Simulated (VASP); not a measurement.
# CdS (Hawleyite) (F-43m) in VASP: further runs

One crystal, CdS (Hawleyite), is run at these levels: LDA; tasks: dielectric tensor.

Program: VASP 6.6.1. These are calculated values, not measurements. Logs are shortened: lines on timing, memory, paths and dates and some standing lists are left out, and cuts for length are marked.

### 1 Starting point

Symmetry: F-43m, No. 216, cubic system. The conventional cell has a = 5.833 Å, b = 5.833 Å, c = 5.833 Å, α = 90.00°, β = 90.00°, γ = 90.00°. Around Cd (site symmetry -43m) lie 4 S at 2.53 Å. S (site symmetry -43m) is surrounded by 4 Cd at 2.53 Å.

### 2 Dielectric tensor, LDA

File INCAR:

```
  ALGO = Normal
  EDIFF = 1E-8
  ENCUT = 400
  GGA = CA
  ISIF = 2
  ISMEAR = 0
  LASPH = True
  LCHARG = False
  LEPSILON = True
  LREAL = False
  LWAVE = False
  NELM = 100
  PREC = Accurate
  SIGMA = 0.01
```

File KPOINTS:

```
k-points
0
Gamma
  5 5 5
```

File POSCAR:

```
CdS
1.0
    0.0000000000      2.9165000000      2.9165000000
    2.9165000000      0.0000000000      2.9165000000
    2.9165000000      2.9165000000      0.0000000000
Cd S
1 1
Direct
    0.0000000000      0.0000000000      0.0000000000
    0.7500000000      0.7500000000      0.7500000000
```

Potentials or basis: VASP PAW LDA potentials, release 64 (Cd, S).

Launch:

```console
cat potpaw_LDA.64/Cd/POTCAR potpaw_LDA.64/S/POTCAR > POTCAR
mpirun -np 1 vasp_std > vasp.out
```

OUTCAR:

```text
EDIFF = 1E-8
   ENCUT = 400
   GGA = CA
   ISIF = 2
   ISMEAR = 0
   LASPH = True
   LEPSILON = True
   LREAL = False
   NELM = 100
   PREC = Accurate

 Found     10 irreducible k-points:

 Following reciprocal coordinates:
            Coordinates               Weight
  0.000000  0.000000  0.000000      1.000000
  0.200000  0.000000  0.000000      8.000000
  0.400000  0.000000  0.000000      8.000000
  0.200000  0.200000  0.000000      6.000000
  0.400000  0.200000  0.000000     24.000000
 -0.400000  0.200000  0.000000     24.000000
   k-points           NKPTS =     10   k-points in BZ     NKDIM =     10   number of bands    NBANDS=     13
   number of dos      NEDOS =    301   number of ions     NIONS =      2
   total plane-waves  NPLWV =  21952
   dimension x,y,z NGX =    28 NGY =   28 NGZ =   28
   dimension x,y,z NGXF=    56 NGYF=   56 NGZF=   56
   ions per type =               1   1
   NGX,Y,Z   is equivalent  to a cutoff of  11.29, 11.29, 11.29 a.u.
   NGXF,Y,Z  is equivalent  to a cutoff of  22.57, 22.57, 22.57 a.u.
 SYSTEM =  unknown system
   PREC   = accura    normal or accurate (medium, high low for compatibility)
   ISTART =      0    job   : 0-new  1-cont  2-samecut
   ICHARG =      2    charge: 1-file 2-atom 10-const
   ISPIN  =      1    spin polarized calculation?
   LNONCOLLINEAR =      F non collinear calculations
   LSORBIT =      F    spin-orbit coupling
   LASPH  =      T    aspherical Exc in radial PAW
   ENCUT  =  400.0 eV  29.40 Ry    5.42 a.u.   6.73  6.73  6.73*2*pi/ulx,y,z
   NELM   =    100;   NELMIN=  2; NELMDL= -5     # of ELM steps
   EDIFF  = 0.1E-07   stopping-criterion for ELM
   LREAL  =      F    real-space projection
   EDIFFG = 0.1E-06   stopping-criterion for IOM
   NSW    =      0    number of steps for IOM
   IBRION =     -1    ionic relax: 0-MD 1-quasi-New 2-CG
[... 8 lines left out ...]
   EMIN   =  10.00;   EMAX   =-10.00  energy-range for DOS
   EFERMI =   0.00;   METHOD = LEGACY
   ISMEAR =     0;   SIGMA  =   0.01  broadening in eV -4-tet -1-fermi 0-gaus
   EFERMI_NEDOS =   21; number of points for ismear=-14 and -15
   IALGO  =     38    algorithm
   IMIX   =      4    mixing-type and parameters
     AMIX     =   0.40;   BMIX     =  1.00
     AMIX_MAG =   1.60;   BMIX_MAG =  1.00
  volume/ion in A,a.u.               =      24.81       167.41
  Fermi-wavevector in a.u.,A,eV,Ry     =   1.167599  2.206442 18.548649  1.363287
  Thomas-Fermi vector in A             =   2.304097
   LORBIT       =      0    0 simple, 1 ext, 2 COOP (PROOUT), +10 PAW based schemes
   GGA     = CA    functional components
   LHFCALC =     F    Hartree Fock is set to
   AEXX    =    0.0000 exact exchange contribution
   IVDW    =     0    specifies the selected vdW correction
   LEPSILON=     T    determine dielectric tensor
   LRPA    =     F    only Hartree local field effects (RPA)
 non-spin polarized calculation
 Gauss-broadening in eV      SIGMA  =   0.01
  energy-cutoff  :      400.00
  volume of cell :       49.62
 maximum number of plane-waves:       914
   NGX = 13   NGY = 13   NGZ = 13

--------------------------------------- Ionic step        1  -------------------------------------------

 number of electron      17.9999989 magnetization

 E-fermi :   1.2346     XC(G=0):  -9.5845

 val. band max:        1.1363123416   @ k =   0.0000   0.0000   0.0000
 cond. band min:       2.0212696694   @ k =   0.0000   0.0000   0.0000
 fundamental gap:      0.8849573278
 Fermi energy:         1.2345918583

 k-point     1 :       0.0000    0.0000    0.0000
  band No.  band energies     occupation
      1     -11.2204      2.00000
      2      -6.6473      2.00000
      3      -6.6473      2.00000
      4      -6.6473      2.00000
      5      -6.1626      2.00000
      6      -6.1626      2.00000
      7       1.1363      2.00000
      8       1.1363      2.00000
      9       1.1363      2.00000
     10       2.0213      0.00000
     11       7.4898      0.00000
     12       7.4898      0.00000
     13       7.4898      0.00000

 k-point     2 :       0.2000    0.0000    0.0000
  band No.  band energies     occupation
      1     -11.0674      2.00000
      2      -6.5957      2.00000
      3      -6.5957      2.00000
      4      -6.5018      2.00000
      5      -6.1631      2.00000
      6      -6.1631      2.00000
      7      -0.8504      2.00000
      8       0.8484      2.00000
      9       0.8484      2.00000
     10       3.4564      0.00000
     11       7.1203      0.00000
     12       7.9026      0.00000
     13       7.9026      0.00000

 k-point     3 :       0.4000    0.0000    0.0000
  band No.  band energies     occupation
      1     -10.8189      2.00000
      2      -6.5334      2.00000
      3      -6.5334      2.00000
      4      -6.1341      2.00000
      5      -6.1341      2.00000
      6      -5.9652      2.00000
      7      -2.9708      2.00000
      8       0.4326      2.00000
      9       0.4326      2.00000
     10       3.9142      0.00000
     11       8.0102      0.00000
     12       8.0102      0.00000
     13       8.0574      0.00000

 k-point     4 :       0.2000    0.2000    0.0000
  band No.  band energies     occupation
      1     -11.0172      2.00000
      2      -6.5388      2.00000
      3      -6.5388      2.00000
      4      -6.5372      2.00000
      5      -6.1931      2.00000
      6      -6.1325      2.00000
      7      -0.7554      2.00000
      8       0.3835      2.00000
      9       0.3835      2.00000
     10       4.0908      0.00000
     11       6.1254      0.00000
     12       8.5801      0.00000
     13       8.5801      0.00000

 k-point     5 :       0.4000    0.2000    0.0000
  band No.  band energies     occupation
      1     -10.8030      2.00000
      2      -6.5015      2.00000
      3      -6.4555      2.00000
      4      -6.2899      2.00000
      5      -6.1103      2.00000
      6      -6.0104      2.00000
      7      -2.3222      2.00000
      8      -0.2939      2.00000
      9      -0.0560      2.00000
     10       4.9060      0.00000
     11       6.3276      0.00000
     12       8.1666      0.00000
     13       9.0710      0.00000

 k-point     6 :      -0.4000    0.2000    0.0000
  band No.  band energies     occupation
      1     -10.7226      2.00000
      2      -6.4937      2.00000
      3      -6.4544      2.00000
      4      -6.1808      2.00000
      5      -6.1403      2.00000
      6      -5.6912      2.00000
      7      -3.0858      2.00000
      8      -0.8381      2.00000
      9       0.0842      2.00000
     10       5.0990      0.00000
     11       6.8897      0.00000
     12       8.5449      0.00000
     13       8.7373      0.00000

 [... further k-points ...]

  FORCE on cell =-STRESS in cart. coord.  units (eV):
  Direction    XX          YY          ZZ          XY          YZ          ZX
  --------------------------------------------------------------------------------------
  -------------------------------------------------------------------------------------
  Total       -0.7307797     -0.7307797     -0.7307797      0.0000000      0.0000000      0.0000000
  in kB      -23.5983205    -23.5983205    -23.5983205      0.0000000      0.0000000      0.0000000
  external PRESSURE =     -23.5983205 kB  Pullay stress =       0.0000000 kB

 VOLUME and BASIS-vectors are now :
 -----------------------------------------------------------------------------
  energy-cutoff  :      400.00
  volume of cell :       49.62
      direct lattice vectors                 reciprocal lattice vectors
     0.000000000  2.916500000  2.916500000    -0.171438368  0.171438368  0.171438368
     2.916500000  0.000000000  2.916500000     0.171438368 -0.171438368  0.171438368
     2.916500000  2.916500000  0.000000000     0.171438368  0.171438368 -0.171438368

 POSITION                                       TOTAL-FORCE (eV/Angst)
 -----------------------------------------------------------------------------------
      0.00000      0.00000      0.00000         0.000000      0.000000      0.000000
      4.37475      4.37475      4.37475        -0.000000     -0.000000     -0.000000
 -----------------------------------------------------------------------------------
    total drift:                               -0.000000     -0.000000      0.000000

  FREE ENERGIE OF THE ION-ELECTRON SYSTEM (eV)
  ---------------------------------------------------
  free  energy   TOTEN  =        -7.3855925729 eV

  energy  without entropy=       -7.3855925729  energy(sigma->0) =       -7.38559257

 HEAD OF MICROSCOPIC STATIC DIELECTRIC TENSOR (INDEPENDENT PARTICLE, excluding Hartree and local field effects)
 ------------------------------------------------------
          12.036972    -0.000000     0.000000
           0.000000    12.036972     0.000000
          -0.000000     0.000000    12.036972
 ------------------------------------------------------

 Free energy of the ion-electron system (eV)
  ---------------------------------------------------
  ---------------------------------------------------
  free energy    TOTEN  =        -1.51280309 eV

  energy without entropy =       -1.51280309

------------------------ aborting loop because EDIFF is reached ----------------------------------------

--------------------------------------- Ionic step        2  -------------------------------------------

------------------------ aborting loop because EDIFF is reached ----------------------------------------

--------------------------------------- Ionic step        3  -------------------------------------------

 Free energy of the ion-electron system (eV)
  ---------------------------------------------------
  ---------------------------------------------------
  free energy    TOTEN  =        -1.51280257 eV

  energy without entropy =       -1.51280257

------------------------ aborting loop because EDIFF is reached ----------------------------------------

 PIEZOELECTRIC TENSOR FIELD DIRECTION 3  (e Angst)
 -----------------------------------------------------------------------------
    -0.00130  2.35044  0.00000           (  0.00000 -0.05259  0.00000)
     2.35044 -0.00130  0.00000           ( -0.05259  0.00000  0.00000)
     0.00000  0.00000  0.00145           (  0.00000  0.00000 -0.00000)

 PIEZOELECTRIC TENSOR FIELD DIRECTION 3  (C/m^2)
 -----------------------------------------------------------------------------
    -0.00042  0.75900  0.00000
     0.75900 -0.00042  0.00000
     0.00000  0.00000  0.00047

 MACROSCOPIC STATIC DIELECTRIC TENSOR (including local field effects in DFT)
 ------------------------------------------------------
          11.650357    -0.000000    -0.000000
          -0.000000    11.650357     0.000000
          -0.000000     0.000000    11.650357
 ------------------------------------------------------

 PIEZOELECTRIC TENSOR (including local field effects)  for field in x, y, z        (e  Angst)
          XX          YY          ZZ          XY          YZ          ZX
  --------------------------------------------------------------------------------
  x    -0.00000    -0.00000    -0.00000     0.00000     2.39074     0.00000
  y     0.00000     0.00000     0.00000     0.00000     0.00000     2.39074
  z    -0.00000     0.00000     0.00000     2.39074     0.00000     0.00000

 PIEZOELECTRIC TENSOR (including local field effects)  for field in x, y, z        (C/m^2)
          XX          YY          ZZ          XY          YZ          ZX
  --------------------------------------------------------------------------------
  x    -0.00000    -0.00000    -0.00000     0.00000     0.77202     0.00000
  y     0.00000     0.00000     0.00000     0.00000     0.00000     0.77202
  z    -0.00000     0.00000     0.00000     0.77202     0.00000     0.00000

 BORN EFFECTIVE CHARGES (including local field effects) (in |e|, cummulative output)
 ---------------------------------------------------------------------------------
 ion    1
    1     2.48147     0.00000     0.00000
    2     0.00000     2.48147    -0.00000
    3     0.00000     0.00000     2.48147
 ion    2
    1    -2.48147     0.00000     0.00000
    2     0.00000    -2.48147     0.00000
    3    -0.00000     0.00000    -2.48147
```

Run time: 40 s. Hardware: 1 thread of Intel Xeon Platinum 8488C (Sapphire Rapids), shared host; peak memory 0.16 GiB.

The run converged, but some of its settings lie outside the range that counts as converged, so its numbers aren't taken as properties of the crystal.

What came out:

| Item | Value |
| --- | --- |
| Band gap on the k mesh | 0.89 eV, direct |
| Electronic dielectric tensor (diagonal) | 11.65 |
| Born charges (mean of the diagonal) | Cd +2.48; S -2.48 e |

### 3 Dielectric tensor, LDA

Changes to INCAR since step 2:

```diff
@@ -2,3 +2,3 @@
   EDIFF = 1E-8
-  ENCUT = 400
+  ENCUT = 340
   GGA = CA
```

File KPOINTS:

```
k-points
0
Gamma
  6 6 6
```

POSCAR is that of step 2.

Potentials or basis: VASP PAW LDA potentials, release 64 (Cd, S).

Launch:

```console
cat potpaw_LDA.64/Cd/POTCAR potpaw_LDA.64/S/POTCAR > POTCAR
mpirun -np 1 vasp_std > vasp.out
```

OUTCAR:

```text
EDIFF = 1E-8
   ENCUT = 340
   GGA = CA
   ISIF = 2
   ISMEAR = 0
   LASPH = True
   LEPSILON = True
   LREAL = False
   NELM = 100
   PREC = Accurate

 Found     16 irreducible k-points:

 Following reciprocal coordinates:
            Coordinates               Weight
  0.000000  0.000000  0.000000      1.000000
  0.166667  0.000000  0.000000      8.000000
  0.333333  0.000000  0.000000      8.000000
  0.500000  0.000000  0.000000      4.000000
  0.166667  0.166667  0.000000      6.000000
  0.333333  0.166667  0.000000     24.000000
   k-points           NKPTS =     16   k-points in BZ     NKDIM =     16   number of bands    NBANDS=     13
   number of dos      NEDOS =    301   number of ions     NIONS =      2
   total plane-waves  NPLWV =  21952
   dimension x,y,z NGX =    28 NGY =   28 NGZ =   28
[... 234 lines left out ...]
     0.69770 -0.00035  0.00000
     0.00000  0.00000  0.00022

 MACROSCOPIC STATIC DIELECTRIC TENSOR (including local field effects in DFT)
 ------------------------------------------------------
           9.323917     0.000000    -0.000000
          -0.000000     9.323917     0.000000
          -0.000000    -0.000000     9.323917
 ------------------------------------------------------

 PIEZOELECTRIC TENSOR (including local field effects)  for field in x, y, z        (e  Angst)
          XX          YY          ZZ          XY          YZ          ZX
  --------------------------------------------------------------------------------
  x     0.00000    -0.00000    -0.00000     0.00000     2.18354    -0.00000
  y     0.00000    -0.00000     0.00000     0.00000     0.00000     2.18354
  z     0.00000     0.00000     0.00000     2.18354     0.00000     0.00000

 PIEZOELECTRIC TENSOR (including local field effects)  for field in x, y, z        (C/m^2)
          XX          YY          ZZ          XY          YZ          ZX
  --------------------------------------------------------------------------------
  x     0.00000    -0.00000    -0.00000     0.00000     0.70511    -0.00000
  y     0.00000    -0.00000     0.00000     0.00000     0.00000     0.70511
  z     0.00000     0.00000     0.00000     0.70511     0.00000     0.00000

 BORN EFFECTIVE CHARGES (including local field effects) (in |e|, cummulative output)
 ---------------------------------------------------------------------------------
 ion    1
    1     2.32630     0.00000     0.00000
    2    -0.00000     2.32630    -0.00000
    3     0.00000     0.00000     2.32630
 ion    2
    1    -2.32630     0.00000     0.00000
    2     0.00000    -2.32630     0.00000
    3     0.00000     0.00000    -2.32630
```

OSZICAR:

```text
N       E                     dE             d eps       ncg     rms          rms(c)
DAV:   1     0.883789322700E+02    0.88379E+02   -0.74939E+03   424   0.905E+02
[... 12 lines left out ...]
RMM:   6    -0.118647220726E+01   -0.16570E-02   -0.31102E-05  1941   0.431E-02    0.162E-02
RMM:   7    -0.118664314219E+01   -0.17093E-03   -0.30270E-07  1962   0.100E-02    0.195E-03
RMM:   8    -0.118670124781E+01   -0.58106E-04   -0.61858E-08  1891   0.287E-03    0.673E-04
RMM:   9    -0.118669847687E+01    0.27709E-05    0.33114E-06  1988   0.643E-04    0.412E-04
RMM:  10    -0.118670128797E+01   -0.28111E-05    0.30248E-07  1890   0.351E-04    0.495E-05
RMM:  11    -0.118670070545E+01    0.58252E-06    0.70516E-07  1222   0.794E-05    0.189E-05
RMM:  12    -0.118670045039E+01    0.25506E-06   -0.79130E-09  1075   0.771E-05    0.104E-05
RMM:  13    -0.118670050604E+01   -0.55645E-07    0.00000E+00   480   0.342E-05    0.229E-06
```

Run time: 59 s. Hardware: 1 thread of Intel Xeon Platinum 8488C (Sapphire Rapids), shared host; peak memory 0.17 GiB.

The run converged, but some of its settings lie outside the range that counts as converged, so its numbers aren't taken as properties of the crystal.

What came out:

```yaml
Band_gap_on_the_k_mesh: 0.89 eV, direct
Electronic_dielectric_tensor_diagonal: 9.32
Born_charges_mean_of_the_diagonal: Cd +2.33; S -2.33 e
```

Caveat: the cutoff is under 1.25 times the usual one of these potentials, so pressure, stress and relaxed cells hold a basis-set (Pulay) error.

(Part 1 of 2 ends here.)
